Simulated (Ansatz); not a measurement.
Start of a relaxation, (001) slab as cut from the bulk (Te, P3_221 (No. 154), (0 0 1) face):

```yaml
crystal:
  lattice:
    - [4.31812, 0.00000, 0.00000]
    - [-2.15906, 3.73960, 0.00000]
    - [0.00000, 0.00000, 24.94453]
  atoms:
    - { symbol: Te, position: [0.00000, 0.28468, 0.30067] }
    - { symbol: Te, position: [0.28468, 0.00000, 0.38040] }
    - { symbol: Te, position: [0.71532, 0.71532, 0.46013] }
    - { symbol: Te, position: [0.00000, 0.28468, 0.53987] }
    - { symbol: Te, position: [0.28468, 0.00000, 0.61960] }
    - { symbol: Te, position: [0.71532, 0.71532, 0.69933] }
```

Level of theory: DFT PBE+D3(BJ), scalar-relativistic, plane waves, PAW in Ansatz. Cutoff 420 eV; k points 9×9×1 on the computed 6-atom cell (Γ-centred); Gaussian smearing, width 0.10 eV; no spin polarisation. A dipole correction removes the field between periodic images along c.

All atoms are free. The cell is fixed. Force threshold 0.02 eV/Å.

| step | E − E_final (eV) | largest force (eV/Å) |
| --- | --- | --- |
| 1 | 0.515 | 0.837 |
| 2 | 0.156 | 0.332 |
| 3 | 0.077 | 0.243 |
| 4 | 0.053 | 0.422 |
| 5 | 0.012 | 0.084 |
| 6 | 0.008 | 0.138 |
| 7 | 0.001 | 0.040 |
| 8 | 0.000 | 0.011 |

(1) What is the final structure?

Answers

(1)
```yaml
crystal:
  lattice:
    - [4.31812, 0.00000, 0.00000]
    - [-2.15906, 3.73960, 0.00000]
    - [0.00000, 0.00000, 24.94453]
  atoms:
    - { symbol: Te, position: [0.00235, 0.33598, 0.30791] }
    - { symbol: Te, position: [0.33507, 0.00446, 0.37927] }
    - { symbol: Te, position: [0.66768, 0.66973, 0.45070] }
    - { symbol: Te, position: [0.99795, 0.33027, 0.54930] }
    - { symbol: Te, position: [0.33059, 0.99553, 0.62073] }
    - { symbol: Te, position: [0.66636, 0.66402, 0.69209] }
```